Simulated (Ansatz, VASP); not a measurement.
Ir: VASP beside Ansatz

INCAR

```
  ALGO = Normal
  EDIFF = 1E-6
  ENCUT = 520
  GGA = RP
  ISIF = 2
  ISMEAR = -1
  LASPH = True
  LCHARG = False
  LREAL = False
  LWAVE = False
  NBANDS = 16
  NELM = 60
  PREC = Accurate
  SIGMA = 0.1
```

The input KPOINTS:

```
k-points
0
Gamma
  11 11 11
```

File POSCAR:

```
Ir
1.0
    0.0000000000      2.7230390630      2.7230390630
    2.7230390630      0.0000000000      2.7230390630
    2.7230390630      2.7230390630      0.0000000000
Ir
2
Direct
    0.1250000000      0.1250000000      0.1250000000
    0.8750000000      0.8750000000      0.8750000000
```

Input for Ansatz:

```yaml
crystal:
  lattice:
    - [0.0, 2.723039063, 2.723039063]
    - [2.723039063, 0.0, 2.723039063]
    - [2.723039063, 2.723039063, 0.0]
  atoms:
    - { symbol: Ir, position: [0.125, 0.125, 0.125] }
    - { symbol: Ir, position: [0.875, 0.875, 0.875] }
hamiltonian:
  xc: rpbe
  pseudopotentials:
    kind: paw
    azcp:
      Ir: "pseudopotentials/Ir.paw.azcp"
basis:
  ecutwfc: 420
  fft_grid_basis: typed
kpoints:
  mp_grid: { grid: [11, 11, 11], shift: [0, 0, 0] }
magnetization:
  spin_polarized: false
scf:
  occupations: { method: fermi_dirac, width: 0.1 }
  lower_state_search: "off"
output:
  stress: true
```

Alike in both runs: task single point; functional RPBE; k mesh 11 × 11 × 11; occupations fermi-dirac, width 0.1 eV; no spin polarisation.

```csv
,VASP,Ansatz
version,VASP 6.6.1,Ansatz 0.2.0
potentials or method,"VASP PAW PBE potentials, release 64 (Ir)","plane waves (420 eV) with PAW, scalar-relativistic"
plane-wave cutoff (eV),520,420
valence electrons in the cell,18,34
```

VASP gave:

| Property | Result |
| --- | --- |
| pressure (GPa) | 16.8 |

Question: What did Ansatz give for the same quantities?

Answer: Pressure (GPa): 17.5.

The two sets of potentials don't hold the same shells in valence.

Caveats: so large a pressure means that the cell lies far from this level's equilibrium, or that cutoff or potentials fall short (VASP); the potentials were made for another functional, which shifts forces and pressure (VASP). The runs have no spin-orbit coupling, so splittings on Ir are missing.
